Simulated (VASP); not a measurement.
ZnO, 4 atoms in the cell. The structure is hexagonal, space group P6_3mc (No. 186). Conventional cell: a = 3.237 Å, b = 3.237 Å, c = 5.224 Å, α = 90.00°, β = 90.00°, γ = 120.00°. Zn (site symmetry 3m) is surrounded by 4 O at 1.97 to 1.98 Å. Around O (site symmetry 3m) lie 4 Zn at 1.97 to 1.98 Å. 

| Property | Result |
| --- | --- |
| Program | VASP 6.6.1 |
| Task | band structure |
| Functional | PBEsol |
| Potentials or basis | VASP PAW PBE potentials, release 64 (Zn, O) |
| Cutoff | 520 eV |
| k mesh | 9 × 9 × 5 |
| Occupations | gaussian, width 0.03 eV |
| Spin | no spin polarisation |
| Further INCAR settings | ALGO = Normal; EDIFF = 1e-06; NBANDS = 26 |

Potentials or basis: VASP PAW PBE potentials, release 64 (Zn, O).

The run is started by

```sh
$ cat potpaw_PBE.64/Zn/POTCAR potpaw_PBE.64/O/POTCAR > POTCAR
$ mpirun -np 1 vasp_std > vasp.out
```

Hardware: 1 thread of Intel(R) Xeon(R) Platinum 8375C CPU @ 2.90GHz (Ice Lake) (shared host).

Problem. Estimate the wall time of this run.

Solution. Wall time 2.2 min on 1 thread of Intel(R) Xeon(R) Platinum 8375C CPU @ 2.90GHz (Ice Lake), on a shared host, peak memory 0.2 GiB. Counts: scf iterations 45, k points 36.
